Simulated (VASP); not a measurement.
# PbS (Immm) in VASP: further runs

Aim: see how the results for PbS move with the level of theory and the settings. Levels: PBE, r2SCAN. Tasks: single point.

Program: VASP 6.6.1. These are calculated values, not measurements. Logs are shortened: lines on timing, memory, paths and dates and some standing lists are left out, and cuts for length are marked.

## Step 1: The cell of the first run

It takes space group Immm (No. 71, orthorhombic). The conventional cell has a = 4.130 Å, b = 4.319 Å, c = 5.974 Å, α = 90.00°, β = 90.00°, γ = 90.00°. Pb (site symmetry mmm) is surrounded by 6 S at 2.99 Å. Around S (site symmetry mmm) lie 6 Pb at 2.99 Å.

The cell was built by a generator and needn't be a form met in nature.

## Step 2: Single point, PBE (shear_xy strain +4.5%)

The input, INCAR:

```
SYSTEM = PbS
PREC     = Accurate       ! precision mode
ENCUT    = 520            ! plane-wave cutoff, eV
EDIFF    = 1E-7           ! SCF threshold, eV
ISMEAR   = -1             ! smearing method
SIGMA    = 0.02           ! smearing width, eV
LREAL    = .FALSE.        ! projectors in reciprocal space
LASPH    = .TRUE.         ! aspherical terms in the spheres
NELM     = 100            ! most SCF steps
ALGO     = Normal         ! electronic algorithm
ISIF     = 2              ! what is computed and relaxed
LWAVE    = .FALSE.        ! write WAVECAR
LCHARG   = .FALSE.        ! write CHGCAR
GGA      = PE             ! functional
NBANDS   = 17             ! bands
```

The input, KPOINTS:

```
regular mesh
0
G
  8 8 8
  0 0 0
```

The input, POSCAR:

```
PbS
1.0
    0.0667646504      2.9872326819      2.9872326819
    2.9872326819      0.0667646504      2.9872326819
    3.0539973324      3.0539973324      0.0000000001
Pb S
1 1
Direct
    0.0000000000      0.0000000000      0.0000000000
    0.5000000000      0.5000000000      0.5000000000
```

Potentials or basis: VASP PAW PBE potentials, release 64 (Pb_d, S).

Command:

```bash
> cat potpaw_PBE.64/Pb_d/POTCAR potpaw_PBE.64/S/POTCAR > POTCAR
> mpirun -np 1 vasp_std > vasp.out
```

OUTCAR:

```text
SYSTEM = PbS
   PREC = Accurate
   ENCUT = 520
   EDIFF = 1E-7
   ISMEAR = -1
   LREAL = .FALSE.
   LASPH = .TRUE.
   NELM = 100
   ISIF = 2
   GGA = PE

 ion  position               nearest neighbor table
   1  0.000  0.000  0.000-   2 2.99   2 2.99   2 2.99   2 2.99   2 2.99   2 2.99
   2  0.500  0.500  0.500-   1 2.99   1 2.99   1 2.99   1 2.99   1 2.99   1 2.99

  LATTYP: Found a body centered orthorhombic cell.
 ALAT       =     4.1301654986
 B/A-ratio  =     1.0457218841
 C/A-ratio  =     1.4465438166

  Lattice vectors:

 A1 = (   2.9872326820,   0.0667646505,  -2.9872326818)
 A2 = (  -2.9872326819,  -0.0667646504,  -2.9872326819)
 A3 = (   0.0667646504,   2.9872326819,   2.9872326819)

Analysis of symmetry for initial positions (statically):
=====================================================================
 Subroutine PRICEL returns:
 Original cell was already a primitive cell.

 Routine SETGRP: Setting up the symmetry group for a
 body centered orthorhombic supercell.

 Subroutine GETGRP returns: Found  8 space group operations
 (whereof  8 operations were pure point group operations)
 out of a pool of  8 trial point group operations.

The static configuration has the point symmetry D_2h.

Analysis of symmetry for dynamics (positions and initial velocities):
=====================================================================
 Subroutine PRICEL returns:
 Original cell was already a primitive cell.

 Routine SETGRP: Setting up the symmetry group for a
 body centered orthorhombic supercell.

 Subroutine GETGRP returns: Found  8 space group operations
 (whereof  8 operations were pure point group operations)
 out of a pool of  8 trial point group operations.

The dynamic configuration has the point symmetry D_2h.

 Subroutine INISYM returns: Found  8 space group operations
 (whereof  8 operations are pure point group operations),
 and found     1 'primitive' translations

----------------------------------------------------------------------------------------

                                     Primitive cell

  volume of cell :      53.2869

  direct lattice vectors                    reciprocal lattice vectors
     0.066764650  2.987232682  2.987232682    -0.171205435  0.171205435  0.167378994
     2.987232682  0.066764650  2.987232682     0.171205435 -0.171205435  0.167378994
[... 76 lines left out ...]
   PREC   = accura    normal or accurate (medium, high low for compatibility)
   ISTART =      0    job   : 0-new  1-cont  2-samecut
   ICHARG =      2    charge: 1-file 2-atom 10-const
   ISPIN  =      1    spin polarized calculation?
   LNONCOLLINEAR =      F non collinear calculations
   LSORBIT =      F    spin-orbit coupling
   LASPH  =      T    aspherical Exc in radial PAW
   ENCUT  =  520.0 eV  38.22 Ry    6.18 a.u.   7.86  7.86  8.03*2*pi/ulx,y,z
   NELM   =    100;   NELMIN=  2; NELMDL= -5     # of ELM steps
   EDIFF  = 0.1E-06   stopping-criterion for ELM
   LREAL  =      F    real-space projection
   EDIFFG = 0.1E-05   stopping-criterion for IOM
   NSW    =      0    number of steps for IOM
   IBRION =     -1    ionic relax: 0-MD 1-quasi-New 2-CG
   NFREE  =      0    steps in history (QN), initial steepest desc. (CG)
   ISIF   =      2    stress and relaxation
   ISYM   =      2    0-nonsym 1-usesym 2-fastsym
   POTIM  = 0.5000    time-step for ionic-motion
   TEBEG  =    0.0;   TEEND  =   0.0 temperature during run
   PSTRESS=    0.0 pullay stress
   NELECT =      20.0000    total number of electrons
   NUPDOWN=      -1.0000    fix difference up-down
   EMIN   =  10.00;   EMAX   =-10.00  energy-range for DOS
   EFERMI =   0.00;   METHOD = LEGACY
   ISMEAR =    -1;   SIGMA  =   0.02  broadening in eV -4-tet -1-fermi 0-gaus
   EFERMI_NEDOS =   21; number of points for ismear=-14 and -15
   IALGO  =     38    algorithm
   IMIX   =      4    mixing-type and parameters
     AMIX     =   0.40;   BMIX     =  1.00
     AMIX_MAG =   1.60;   BMIX_MAG =  1.00
  volume/ion in A,a.u.               =      26.64       179.80
  Fermi-wavevector in a.u.,A,eV,Ry     =   1.180895  2.231569 18.973515  1.394514
  Thomas-Fermi vector in A             =   2.317179
   LORBIT       =      0    0 simple, 1 ext, 2 COOP (PROOUT), +10 PAW based schemes
   GGA     = PE    functional components
   LHFCALC =     F    Hartree Fock is set to
   AEXX    =    0.0000 exact exchange contribution
   IVDW    =     0    specifies the selected vdW correction
   LEPSILON=     F    determine dielectric tensor
   LRPA    =     F    only Hartree local field effects (RPA)
 non-spin polarized calculation
  energy-cutoff  :      520.00
  volume of cell :       53.29
 maximum number of plane-waves:      1454
   NGX = 15   NGY = 15   NGZ = 17

 number of electron      19.9999999 magnetization

 Free energy of the ion-electron system (eV)
  ---------------------------------------------------
  ext. energy  EPLUGINS =         0.00000000
  ---------------------------------------------------
  free energy    TOTEN  =        -8.76047378 eV

  energy without entropy =       -8.76046702  energy(sigma->0) =       -8.76047040

 E-fermi :   5.7186     XC(G=0):  -9.5844

 val. band max:        5.6038610644   @ k =  -0.0000  -0.0000   0.5000
 cond. band min:       5.8333695763   @ k =   0.5000   0.0000  -0.0000
 fundamental gap:      0.2295085119
 Fermi energy:         5.7186173530

 k-point     1 :       0.0000    0.0000    0.0000
  band No.  band energies     occupation
      1     -11.2576      2.00000
      2     -11.2513      2.00000
      3     -11.2464      2.00000
      4     -11.2319      2.00000
      5     -11.2254      2.00000
      6      -7.8584      2.00000
[... 457 lines left out ...]
      4     -11.2301      2.00000
      5     -11.2224      2.00000
      6      -7.3907      2.00000
[... 9 lines left out ...]
     16      14.3106      0.00000
     17      16.0579      0.00000

 [... further k-points ...]
[... 5 lines left out ...]
  --------------------------------------------------------------------------------------
  -------------------------------------------------------------------------------------
  Total        0.2931376      0.2931376      0.2763417     -0.2963716     -0.0000000     -0.0000000
  in kB        8.8137763      8.8137763      8.3087716     -8.9110129     -0.0000000     -0.0000000
  external PRESSURE =       8.6454414 kB  Pullay stress =       0.0000000 kB

 VOLUME and BASIS-vectors are now :
 -----------------------------------------------------------------------------
  energy-cutoff  :      520.00
  volume of cell :       53.29
      direct lattice vectors                 reciprocal lattice vectors
     0.066764650  2.987232682  2.987232682    -0.171205435  0.171205435  0.167378994
     2.987232682  0.066764650  2.987232682     0.171205435 -0.171205435  0.167378994
     3.053997332  3.053997332  0.000000000     0.163719855  0.163719855 -0.167378994

 POSITION                                       TOTAL-FORCE (eV/Angst)
 -----------------------------------------------------------------------------------
      0.00000      0.00000      0.00000         0.000000      0.000000     -0.000000
      3.05400      3.05400      2.98723        -0.000000     -0.000000      0.000000
 -----------------------------------------------------------------------------------
    total drift:                                0.000000     -0.000000     -0.000000

  FREE ENERGIE OF THE ION-ELECTRON SYSTEM (eV)
  ---------------------------------------------------
  free  energy   TOTEN  =        -8.7604737811 eV

  energy  without entropy=       -8.7604670151  energy(sigma->0) =       -8.76047040
```

Run time: 60 s. Hardware: 1 thread of Intel Xeon Platinum 8259CL at 2.50GHz (Skylake/Cascade Lake), shared host; peak memory 0.23 GiB.

Results:

| Quantity | Value |
| --- | --- |
| Free energy | -8.7605 eV |
| Pressure | 0.9 GPa |
| Band gap on the k mesh | 0.23 eV, indirect (least direct gap 0.40 eV) |

Stress tensor (GPa, compression positive):
```
 0.88 -0.89  0.00
-0.89  0.88  0.00
 0.00  0.00  0.83
```

Levels at points of the mesh, in eV from the valence-band top:
```
           k point  band 7  band 8  band 9  band 10  band 11  band 12  band 13  band 14
(0.00, 0.00, 0.00)   -6.15   -2.28   -2.13    -1.96     5.07     5.09     5.12     6.45
(0.50, 0.00, 0.00)   -8.70   -1.84   -1.76    -0.17     0.23     1.77     1.91     8.59
(0.50, 0.50, 0.00)   -7.24   -5.07   -3.56    -3.14     3.92     5.44     5.54     5.57
(0.00, 0.00, 0.50)   -8.86   -1.74   -1.64     0.00     0.45     2.02     2.15     8.56
(0.50, 0.00, 0.50)   -7.23   -5.07   -3.36    -3.36     3.90     5.20     5.55     5.74
```

Caveat: spin-orbit coupling is left out, which as a rule narrows the gap of such compounds by several tenths of an eV.

## Step 3: Single point, r2SCAN (shear_xy strain +4.5%)

POSCAR is that of step 2.

The input, INCAR.step1:

```
SYSTEM = PbS
PREC = Accurate
ENCUT = 520
ISMEAR = 0
SIGMA = 0.01
LREAL = .FALSE.
LASPH = .TRUE.
NELM = 100
NBANDS = 17
GGA = PE
ALGO = Normal
EDIFF = 1E-4
LWAVE = .TRUE.
LCHARG = .FALSE.
```

The input, INCAR.step2:

```
SYSTEM = PbS
PREC = Accurate
ENCUT = 520
EDIFF = 1E-6
ISMEAR = 0
SIGMA = 0.01
LREAL = .FALSE.
LASPH = .TRUE.
NELM = 100
ALGO = Normal
ISIF = 2
LWAVE = .FALSE.
LCHARG = .FALSE.
METAGGA = R2SCAN
LMIXTAU = .TRUE.
NBANDS = 17
ISTART = 1
```

The input, KPOINTS:

```
Automatic mesh
0
G
  8 8 8
  0 0 0
```

Potentials or basis: VASP PAW PBE potentials, release 64 (Pb_d, S).

Command:

```bash
> cat potpaw_PBE.64/Pb_d/POTCAR potpaw_PBE.64/S/POTCAR > POTCAR
> cp INCAR.step1 INCAR
> mpirun -np 1 vasp_std > vasp.out
> cp INCAR.step2 INCAR
> mpirun -np 1 vasp_std > vasp.out
```

Wall time 2.8 min (1 thread of Intel Xeon Platinum 8259CL at 2.50GHz (Skylake/Cascade Lake), shared host); peak memory 0.24 GiB.

Results (log left out):

```yaml
Free_energy: -65.6053 eV
Pressure: 0.0 GPa
Band_gap_on_the_k_mesh: 0.47 eV, indirect (least direct gap 0.65 eV)
```

Stress tensor (GPa, compression positive):
```
-0.01 -0.92  0.00
-0.92 -0.01  0.00
 0.00  0.00 -0.07
```

Levels at points of the mesh, in eV from the valence-band top:
| k point | band 6 | band 7 | band 8 | band 9 | band 10 | band 11 | band 12 | band 13 | band 14 | band 15 |
| --- | --- | --- | --- | --- | --- | --- | --- | --- | --- | --- |
| (0.00, 0.00, 0.00) | -14.08 | -6.23 | -2.44 | -2.29 | -2.11 | 5.41 | 5.41 | 5.47 | 6.84 | 7.14 |
| (0.50, 0.00, 0.00) | -12.85 | -8.97 | -1.99 | -1.91 | -0.18 | 0.47 | 1.99 | 2.12 | 9.09 | 10.42 |
| (0.50, 0.50, 0.00) | -12.45 | -7.41 | -5.26 | -3.74 | -3.31 | 4.20 | 5.86 | 5.92 | 5.98 | 11.64 |
| (0.00, 0.00, 0.50) | -12.91 | -9.13 | -1.89 | -1.79 | 0.00 | 0.72 | 2.24 | 2.37 | 9.05 | 10.05 |
| (0.50, 0.00, 0.50) | -12.45 | -7.39 | -5.26 | -3.53 | -3.53 | 4.18 | 5.59 | 5.94 | 6.16 | 11.53 |

Caveat: the PAW data sets were made with another functional, which shifts forces and pressure a little; spin-orbit coupling is left out, which as a rule narrows the gap of such compounds by several tenths of an eV. A k mesh can miss the band edges.
